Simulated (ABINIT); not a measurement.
# Sn (I4_1/amd) in ABINIT: further runs

Aim: see how the results for Sn move with the level of theory and the settings. Levels: PBE, LDA, WC. Tasks: band structure.

Program: ABINIT 10.8.3 (patched build). These are calculated values, not measurements. Logs are shortened: lines on timing, memory, paths and dates and some standing lists are left out, and cuts for length are marked. The log counts tension as positive stress, the text compression.

**1. The structure**

It takes space group I4_1/amd (No. 141, tetragonal). The conventional cell has a = 5.880 Å, b = 5.880 Å, c = 3.199 Å, α = 90.00°, β = 90.00°, γ = 90.00°. Sn (site symmetry -4m2) has 6 Sn at 3.05 to 3.20 Å as nearest neighbours.

**2. Band structure, PBE**

Contents of run.abi:

```
# Datasets: ground state, then fixed potential
ndtset 2

# Pseudopotentials
pp_dirpath "./"
pseudos "Sn.GGA_PBE-JTH.xml"

# Structure
acell 3*1.0 Angstrom
rprim
    -2.9401404553     2.9401404553     1.5993019889
     2.9401404553    -2.9401404553     1.5993019889
     2.9401404553     2.9401404553    -1.5993019889
ntypat 1
znucl 50
natom 2
typat 1 1
xred
     0.0000000000     0.0000000000     0.0000000000
     0.7500000000     0.2500000000     0.5000000000

# Plane-wave basis
ecut 15.0
pawecutdg 30.0

# Exchange and correlation
ixc 11

# Bands and occupations
occopt 3
tsmear 0.05 eV

# SCF cycle
nstep 100

# Output
iomode 3
prtwf 0
prteig 0
prtebands 0
enunit 1
prtden1 1

# Dataset 1
kptopt1 1
ngkpt1 9 9 9
nshiftk1 1
shiftk1 0.0 0.0 0.0
nband1 18
tolvrs1 1.0e-9

# Dataset 2: bands along G-X-M-G-Z-P-N-Z1-M
iscf2 -2
getden2 1
nband2 22
nbdbuf2 2
tolwfr2 1.0e-12
kptopt2 -8
ndivsm2 5
prteig2 1
prtvol2 -3
kptbounds2
     0.0000000000     0.0000000000     0.0000000000
     0.0000000000     0.0000000000     0.5000000000
    -0.5000000000     0.5000000000     0.5000000000
     0.0000000000     0.0000000000     0.0000000000
     0.3239715651     0.3239715651    -0.3239715651
     0.2500000000     0.2500000000     0.2500000000
     0.0000000000     0.5000000000     0.0000000000
    -0.3239715651     0.6760284349     0.3239715651
    -0.5000000000     0.5000000000     0.5000000000
```

Potentials or basis: JTH PAW PBE v2.0.

Started as:

```bash
abinit run.abi > log 2>&1
```

run.abo:

```text
.Version 10.8.3 of ABINIT
 DATASET    1 : space group I4_1/a m d (#141); Bravais tI (body-center tetrag.)
================================================================================
 Values of the parameters that define the memory need for DATASET  1.
     intxc =       0    ionmov =       0      iscf =      17    lmnmax =      18
     lnmax =       6     mgfft =      30  mpssoang =       3    mqgrid =    3001
     natom =       2  nloc_mem =       2    nspden =       1   nspinor =       1
    nsppol =       1      nsym =      16    n1xccc =       1    ntypat =       1
    occopt =       3   xclevel =       2
       mpw =        1049          nfft =       27000          nkpt =          75
 PAW method is used; the additional fine FFT grid is defined by:
   mgfftf=        45    nfftf =     91125
================================================================================
================================================================================

 DATASET    2 : space group I4_1/a m d (#141); Bravais tI (body-center tetrag.)
================================================================================
 Values of the parameters that define the memory need for DATASET  2.
     intxc =       0    ionmov =       0      iscf =      -2    lmnmax =      18
     lnmax =       6     mgfft =      30  mpssoang =       3    mqgrid =    3001
     natom =       2  nloc_mem =       2    nspden =       1   nspinor =       1
    nsppol =       1      nsym =      16    n1xccc =       1    ntypat =       1
    occopt =       3   xclevel =       2
       mpw =        1057          nfft =       27000          nkpt =          62
 PAW method is used; the additional fine FFT grid is defined by:
   mgfftf=        45    nfftf =     91125
================================================================================
================================================================================

--------------------------------------------------------------------------------
------------- Echo of variables that govern the present computation ------------
--------------------------------------------------------------------------------
 -outvars: echo values of preprocessed input variables --------
            acell      1.8897261259E+00  1.8897261259E+00  1.8897261259E+00 Bohr
              amu      1.18710000E+02
             ecut      1.50000000E+01 Hartree
           enunit           1
           getden1          0
           getden2          1
             iscf1         17
             iscf2         -2
              ixc          11
           jdtset        1    2
           kptopt1          1
           kptopt2         -8
         kptrlatt        9    0    0      0    9    0      0    0    9
          kptrlen1     5.44003695E+01
          kptrlen2     3.00000000E+01
            natom           2
            nband1         18
            nband2         22
           nbdbuf1          0
           nbdbuf2          2
           ndtset           2
           ndivsm1          0
           ndivsm2          5
            ngfft          30      30      30
          ngfftdg          45      45      45
             nkpt1         75
             nkpt2         62
            nstep         100
             nsym          16
           ntypat           1
           occopt           3
        pawecutdg      3.00000000E+01 Hartree
         pawxcdev           0
        prtebands           0
           prteig1          0
           prteig2          1
           prtvol1          0
           prtvol2         -3
            prtwf           0
            rprim     -2.9401404553E+00  2.9401404553E+00  1.5993019889E+00
                       2.9401404553E+00 -2.9401404553E+00  1.5993019889E+00
                       2.9401404553E+00  2.9401404553E+00 -1.5993019889E+00
           shiftk1     0.00000000E+00  0.00000000E+00  0.00000000E+00
           shiftk2     5.00000000E-01  5.00000000E-01  5.00000000E-01
          spgroup         141
           tolvrs1     1.00000000E-09
           tolvrs2     0.00000000E+00
           tolwfr1     0.00000000E+00
           tolwfr2     1.00000000E-12
           tsmear      1.83746611E-03 Hartree
            typat      1  1
           useylm           1
           xangst      0.0000000000E+00  0.0000000000E+00  0.0000000000E+00
                       7.1791307846E-17  2.9401404553E+00  7.9965099445E-01
            xcart      0.0000000000E+00  0.0000000000E+00  0.0000000000E+00
                       1.3566591005E-16  5.5560602322E+00  1.5111213758E+00
             xred      0.0000000000E+00  0.0000000000E+00  0.0000000000E+00
                       7.5000000000E-01  2.5000000000E-01  5.0000000000E-01
            znucl       50.00000

[... 212 lines left out ...]
 R(1)= -5.5560602  5.5560602  3.0222428  G(1)=  0.0000000  0.0899918  0.1654401
 R(2)=  5.5560602 -5.5560602  3.0222428  G(2)=  0.0899918  0.0000000  0.1654401
[... 35 lines left out ...]
  4.29E-13  8.67E-13  4.04E-13  3.10E-13  5.57E-13  3.42E-13  2.23E-13  6.09E-13
  3.68E-13  9.09E-13  5.29E-13  4.55E-13  2.99E-13  5.48E-13  3.09E-13  3.28E-13
  1.55E-13  5.36E-13  7.05E-13  8.27E-13  5.98E-11  5.12E-11
 -5.6337E-01 -5.6337E-01 -5.5650E-01 -5.5650E-01 -5.5624E-01 -5.5624E-01
 -5.5576E-01 -5.5576E-01 -5.5532E-01 -5.5532E-01 -4.7778E-02 -4.7775E-02
  5.5478E-02  5.5478E-02  4.1239E-01  4.1239E-01  5.6608E-01  5.6608E-01
  6.9001E-01  6.9001E-01  7.0620E-01  7.0620E-01

--- !ResultsGS
iteration_state: {dtset: 2, }
comment   : Summary of ground state results
lattice_vectors:
- [ -5.5560602,   5.5560602,   3.0222428, ]
- [  5.5560602,  -5.5560602,   3.0222428, ]
- [  5.5560602,   5.5560602,  -3.0222428, ]
lattice_lengths: [   8.41864,    8.41864,    8.41864, ]
lattice_angles: [ 97.405,  97.405, 137.923, ] # degrees, (23, 13, 12)
lattice_volume:   3.7318418E+02
convergence: {deltae:  0.000E+00, res2:  0.000E+00, residm:  9.953E-13, diffor:  0.000E+00, }
etotal    :  -1.39421040E+02
entropy   :   0.00000000E+00
fermie    :   2.28826013E-01
cartesian_stress_tensor: null
pressure_GPa: null
xred      :
- [  0.0000E+00,   0.0000E+00,   0.0000E+00, Sn]
- [  7.5000E-01,   2.5000E-01,   5.0000E-01, Sn]
cartesian_forces: null
force_length_stats: {min: null, max: null, mean: null, }
...

 Integrated electronic density in atomic spheres:
 ------------------------------------------------
 Atom  Sphere_radius  Integrated_density
    1        2.51086         11.89422724
    2        2.51086         11.89323792

================================================================================

 ----iterations are completed or convergence reached----

 Mean square residual over all n,k,spin=   50.954E-14; max=  99.528E-14
 reduced coordinates (array xred) for    2 atoms
       0.000000000000      0.000000000000      0.000000000000
       0.750000000000      0.250000000000      0.500000000000

 cartesian coordinates (angstrom) at end:
    1      0.00000000000000     0.00000000000000     0.00000000000000
    2      0.00000000000000     2.94014045530000     0.79965099445000
 length scales=  1.889726125908  1.889726125908  1.889726125908 bohr
              =  1.000000000000  1.000000000000  1.000000000000 angstroms
 Eigenvalues (   eV  ) for nkpt=  62  k points:
 kpt#   1, nband= 22, wtk=  1.00000, kpt=  0.0000  0.0000  0.0000 (reduced coord)
 -15.39402  -15.31908  -15.27771  -15.26695  -15.12589  -15.12589  -15.11558  -15.11558
 -15.03336  -14.92637   -4.78991    2.49739    4.27780    4.27780    9.23444   12.33632
  12.33632   12.95570   13.05221   15.96247   16.62948   17.31183
 kpt#   2, nband= 22, wtk=  1.00000, kpt=  0.0000  0.0000  0.0714 (reduced coord)
 -15.39005  -15.31977  -15.27423  -15.26945  -15.12781  -15.12369  -15.11442  -15.11400
 -15.03572  -14.93048   -4.74477    2.10563    4.33183    4.58390    9.44457   11.87137
  12.06926   12.98905   13.05566   16.25497   16.59246   16.95628
 kpt#   3, nband= 22, wtk=  1.00000, kpt=  0.0000  0.0000  0.1429 (reduced coord)
 -15.37841  -15.32167  -15.27663  -15.26427  -15.13355  -15.11774  -15.11160  -15.10957
 -15.04270  -14.94255   -4.60934    1.32424    4.49323    5.12540   10.05751   11.03205
  11.43078   12.82733   12.99376   16.39809   16.59014   16.98113
 kpt#   4, nband= 22, wtk=  1.00000, kpt=  0.0000  0.0000  0.2143 (reduced coord)
 -15.35935  -15.32397  -15.28630  -15.24855  -15.14359  -15.10968  -15.10823  -15.10232
 -15.05365  -14.96081   -4.38367    0.46239    4.76022    5.64888   10.11754   10.65284
  11.01655   12.62435   12.79231   16.16535   16.29096   17.89894
 kpt#   5, nband= 22, wtk=  1.00000, kpt=  0.0000  0.0000  0.2857 (reduced coord)
[... 217 lines left out ...]
 -15.10970  -15.08437   -0.99493   -0.77409    1.99849    1.99849    6.66079   12.84877
  14.69799   14.69799   17.32759   17.32759   18.12210   18.13599
 kpt#  60, nband= 22, wtk=  1.00000, kpt= -0.4413  0.5587  0.4413 (reduced coord)
 -15.31115  -15.30985  -15.15405  -15.15254  -15.13684  -15.13684  -15.11885  -15.11885
 -15.11872  -15.10743   -1.18168   -1.04687    1.72860    1.72860    8.12607   13.38999
  15.22621   15.22621   17.36490   17.77722   17.77722   19.47565
 kpt#  61, nband= 22, wtk=  1.00000, kpt= -0.4707  0.5293  0.4707 (reduced coord)
 -15.32641  -15.32331  -15.15307  -15.14441  -15.12760  -15.12738  -15.12673  -15.12673
 -15.11312  -15.11312   -1.28565   -1.22135    1.56462    1.56462    9.66541   12.64144
  15.38177   15.38177   17.95180   18.50645   18.50645   19.76481
 kpt#  62, nband= 22, wtk=  1.00000, kpt= -0.5000  0.5000  0.5000 (reduced coord)
 -15.33017  -15.33015  -15.14308  -15.14305  -15.13614  -15.13606  -15.12303  -15.12303
 -15.11103  -15.11103   -1.30010   -1.30002    1.50963    1.50963   11.22173   11.22175
  15.40384   15.40384   18.77613   18.77613   19.21656   19.21657

== END DATASET(S) ==============================================================
================================================================================

 -outvars: echo values of variables after computation  --------
            acell      1.8897261259E+00  1.8897261259E+00  1.8897261259E+00 Bohr
           etotal1    -1.3942104024E+02
            fcart1     5.8155853838E-27  1.1631170768E-27 -8.9683101717E-44
                      -5.8155853838E-27 -1.1631170768E-27  8.9683101717E-44
            rprim     -2.9401404553E+00  2.9401404553E+00  1.5993019889E+00
                       2.9401404553E+00 -2.9401404553E+00  1.5993019889E+00
                       2.9401404553E+00  2.9401404553E+00 -1.5993019889E+00
           strten1    -4.8150209803E-05 -4.8150209803E-05 -3.2425843097E-05
                       0.0000000000E+00  0.0000000000E+00  0.0000000000E+00
           xangst      0.0000000000E+00  0.0000000000E+00  0.0000000000E+00
                       7.1791307846E-17  2.9401404553E+00  7.9965099445E-01
             xred      0.0000000000E+00  0.0000000000E+00  0.0000000000E+00
                       7.5000000000E-01  2.5000000000E-01  5.0000000000E-01
 Calculation completed.
```

Run time: 58 s. Hardware: 1 thread of Arm Neoverse V2, shared host; peak memory 0.13 GiB.

Results:

- Free energy: -3793.8398 eV
- Band gap on the k mesh: none (metal or under the smearing width)
- Valence electrons inside the program's atomic spheres: Sn 11.89 (radii [1.3287] Å)

Levels at the corners of the path, in eV from the Fermi level:
```
point  band 10  band 11  band 12  band 13  band 14  band 15  band 16  band 17  band 18  band 19
    Γ   -21.15   -11.02    -3.73    -1.95    -1.95     3.01     6.11     6.11     6.73     6.83
    X   -21.28    -8.82    -8.82     0.58     0.58     1.52     1.52     5.95     5.95     9.45
    M   -21.34    -7.53    -7.53    -4.72    -4.72     5.00     5.00     9.18     9.18    12.55
    Γ   -21.15   -11.02    -3.73    -1.95    -1.95     3.01     6.11     6.11     6.73     6.83
    Z   -21.23    -6.49    -5.57    -2.99    -2.85    -2.85     2.95     5.50     5.50     8.47
    P   -21.25    -5.96    -5.96    -3.47    -3.47     3.52     3.52     3.86     3.86     6.73
    N   -21.21    -6.90    -5.36    -2.35    -1.68    -1.11     2.27     2.79     4.59     7.13
   Z1   -21.23    -6.49    -5.57    -2.99    -2.85    -2.85     2.95     5.50     5.50     8.47
    M   -21.34    -7.53    -7.53    -4.72    -4.72     5.00     5.00     9.18     9.18    12.55
```

Caveat: the cutoff is too short for stress, so the log's stress isn't used; spin-orbit coupling is left out, which moves the levels of the heavy elements.

**3. Band structure, LDA**

Edit run.abi of step 2 so:

```diff
@@ -5,3 +5,3 @@
 pp_dirpath "./"
-pseudos "Sn.GGA_PBE-JTH.xml"
+pseudos "Sn.LDA_PW-JTH.xml"
 
@@ -26,3 +26,3 @@
 # Exchange and correlation
-ixc 11
+ixc 7
 
@@ -40,4 +40,6 @@
 prtebands 0
-enunit 1
 prtden1 1
+prtvha1 1
+prtvclmb1 1
+prtpot1 1
```

Potentials or basis: JTH PAW LDA v2.0.

Started as:

```bash
abinit run.abi > log 2>&1
```

Run time: 56 s. Hardware: 1 thread of Arm Neoverse V2, shared host; peak memory 0.12 GiB.

The run converged. Its results:

- Free energy: -3802.3508 eV
- Band gap on the k mesh: none (metal or under the smearing width)
- Valence electrons inside the program's atomic spheres: Sn 11.92 (radii [1.3287] Å)

Levels at the corners of the path, in eV from the Fermi level:
```tsv
point	band 10	band 11	band 12	band 13	band 14	band 15	band 16	band 17	band 18	band 19
Γ	-21.00	-11.04	-3.86	-1.92	-1.92	3.14	6.05	6.05	6.65	6.74
X	-21.12	-8.85	-8.85	0.60	0.60	1.50	1.50	5.90	5.90	9.56
M	-21.18	-7.59	-7.59	-4.67	-4.67	4.99	4.99	9.05	9.05	12.62
Γ	-21.00	-11.04	-3.86	-1.92	-1.92	3.14	6.05	6.05	6.65	6.74
Z	-21.08	-6.58	-5.64	-2.94	-2.81	-2.81	2.87	5.53	5.53	8.58
P	-21.09	-6.04	-6.04	-3.42	-3.42	3.50	3.50	3.79	3.79	6.85
N	-21.06	-6.96	-5.38	-2.39	-1.66	-1.09	2.36	2.76	4.56	7.19
Z1	-21.08	-6.58	-5.64	-2.94	-2.81	-2.81	2.87	5.53	5.53	8.58
M	-21.18	-7.59	-7.59	-4.67	-4.67	4.99	4.99	9.05	9.05	12.62
```

Caveat: the cutoff is too short for stress, so the log's stress isn't used; spin-orbit coupling is left out, which moves the levels of the heavy elements.

**4. Band structure, WC**

Edit run.abi of step 3 so:

```diff
@@ -5,10 +5,10 @@
 pp_dirpath "./"
-pseudos "Sn.LDA_PW-JTH.xml"
+pseudos "Sn.GGA_PBE-JTH.xml"
 
 # Structure
-acell 3*1.0 Angstrom
+acell 8.4186437008 8.4186437008 8.4186437008
 rprim
-    -2.9401404553     2.9401404553     1.5993019889
-     2.9401404553    -2.9401404553     1.5993019889
-     2.9401404553     2.9401404553    -1.5993019889
+    -0.6599709438     0.6599709438     0.3589940205
+     0.6599709438    -0.6599709438     0.3589940205
+     0.6599709438     0.6599709438    -0.3589940205
 ntypat 1
@@ -22,3 +22,3 @@
 # Plane-wave basis
-ecut 15.0
+ecut 408.170794 eV
 pawecutdg 30.0
@@ -26,3 +26,3 @@
 # Exchange and correlation
-ixc 7
+ixc 23
 
@@ -41,5 +41,2 @@
 prtden1 1
-prtvha1 1
-prtvclmb1 1
-prtpot1 1
```

Potentials or basis: JTH PAW PBE v2.0.

Started as:

```bash
abinit run.abi > log 2>&1
```

It took 56 s on 1 thread of Arm Neoverse V2, shared host; peak memory 0.13 GiB.

It converged, with:

```yaml
Free_energy: -3795.5256 eV
Band_gap_on_the_k_mesh: none (metal or under the smearing width)
Valence_electrons_inside_the_program's_atomic_spheres: Sn 11.90 (radii [1.3287] Å)
```

Levels at the corners of the path, in eV from the Fermi level:
```tsv
point	band 11	band 12	band 13	band 14	band 15	band 16	band 17	band 18
Γ	-11.02	-3.77	-1.94	-1.94	3.03	6.09	6.09	6.71
X	-8.83	-8.83	0.59	0.59	1.51	1.51	5.93	5.93
M	-7.54	-7.54	-4.71	-4.71	4.99	4.99	9.14	9.14
Γ	-11.02	-3.77	-1.94	-1.94	3.03	6.09	6.09	6.71
Z	-6.52	-5.59	-2.98	-2.84	-2.84	2.93	5.51	5.51
P	-5.99	-5.99	-3.46	-3.46	3.51	3.51	3.83	3.83
N	-6.92	-5.36	-2.36	-1.67	-1.10	2.29	2.78	4.58
Z1	-6.52	-5.59	-2.98	-2.84	-2.84	2.93	5.51	5.51
M	-7.54	-7.54	-4.71	-4.71	4.99	4.99	9.14	9.14
```

Caveat: the cutoff is too short for stress, so the log's stress isn't used; the PAW data sets were made with another functional, which shifts forces and pressure a little; spin-orbit coupling is left out, which moves the levels of the heavy elements.

**5. Band structure, LDA**

Edit run.abi of step 4 so:

```diff
@@ -5,10 +5,10 @@
 pp_dirpath "./"
-pseudos "Sn.GGA_PBE-JTH.xml"
+pseudos "Sn.hgh"
 
 # Structure
-acell 8.4186437008 8.4186437008 8.4186437008
+acell 3*1.0 Angstrom
 rprim
-    -0.6599709438     0.6599709438     0.3589940205
-     0.6599709438    -0.6599709438     0.3589940205
-     0.6599709438     0.6599709438    -0.3589940205
+    -2.9401404553     2.9401404553     1.5993019889
+     2.9401404553    -2.9401404553     1.5993019889
+     2.9401404553     2.9401404553    -1.5993019889
 ntypat 1
@@ -22,7 +22,6 @@
 # Plane-wave basis
-ecut 408.170794 eV
-pawecutdg 30.0
+ecut 435.382180 eV
 
 # Exchange and correlation
-ixc 23
+ixc 7
 
@@ -30,3 +29,3 @@
 occopt 3
-tsmear 0.05 eV
+tsmear 0.00183747
 
@@ -41,2 +40,6 @@
 prtden1 1
+prtvha1 1
+prtvclmb1 1
+prtpot1 1
+prtelf1 1
 
@@ -47,4 +50,4 @@
 shiftk1 0.0 0.0 0.0
-nband1 18
-tolvrs1 1.0e-9
+nband1 8
+tolvrs1 1.0e-10
 
@@ -53,3 +56,3 @@
 getden2 1
-nband2 22
+nband2 12
 nbdbuf2 2
@@ -57,5 +60,4 @@
 kptopt2 -8
-ndivsm2 5
+ndivsm2 6
 prteig2 1
-prtvol2 -3
 kptbounds2
```

Potentials or basis: HGH LDA.

Started as:

```bash
abinit run.abi > log 2>&1
```

Wall time 22 s (1 thread of Arm Neoverse V2, shared host); peak memory 0.11 GiB.

The run converged. Its results:

| Quantity | Value |
| --- | --- |
| Free energy | -194.1905 eV |
| Pressure | -3.4 GPa |
| Band gap on the k mesh | none (metal or under the smearing width) |
| Valence electrons inside the program's atomic spheres | Sn 1.03 (radii [1.0584] Å) |

Levels at the corners of the path, in eV from the Fermi level:
```csv
point,band 2,band 3,band 4,band 5,band 6,band 7
Γ,-3.84,-1.90,-1.90,3.10,6.21,6.21
X,-8.83,0.57,0.57,1.55,1.55,6.10
M,-7.61,-4.67,-4.67,5.06,5.06,9.15
Γ,-3.84,-1.90,-1.90,3.10,6.21,6.21
Z,-5.63,-2.96,-2.83,-2.83,2.92,5.58
P,-6.03,-3.43,-3.43,3.52,3.52,3.90
N,-5.36,-2.38,-1.64,-1.09,2.34,2.85
Z1,-5.63,-2.96,-2.83,-2.83,2.92,5.58
M,-7.61,-4.67,-4.67,5.06,5.06,9.15
```

Caveat: spin-orbit coupling is left out, which moves the levels of the heavy elements; HGH potentials are hard and often keep d shells in the core, so these values are rough.

**6. The runs side by side**

| level | potentials or basis | gap on the mesh (eV) |
| --- | --- | --- |
| PBE | JTH PAW PBE v2.0 | none |
| LDA | JTH PAW LDA v2.0 | none |
| WC | JTH PAW PBE v2.0 | none |

Alike in all rows: task band structure; no spin polarisation; cell as given; k mesh 9 × 9 × 9; cutoff (eV) 408; smearing fermi-dirac 0.05 eV.

Caveats: spin-orbit coupling is left out, which moves the levels of the heavy elements; the PAW data sets were made with another functional, which shifts forces and pressure a little (some runs).

Absolute energies hang on the potentials; compare differences alone.
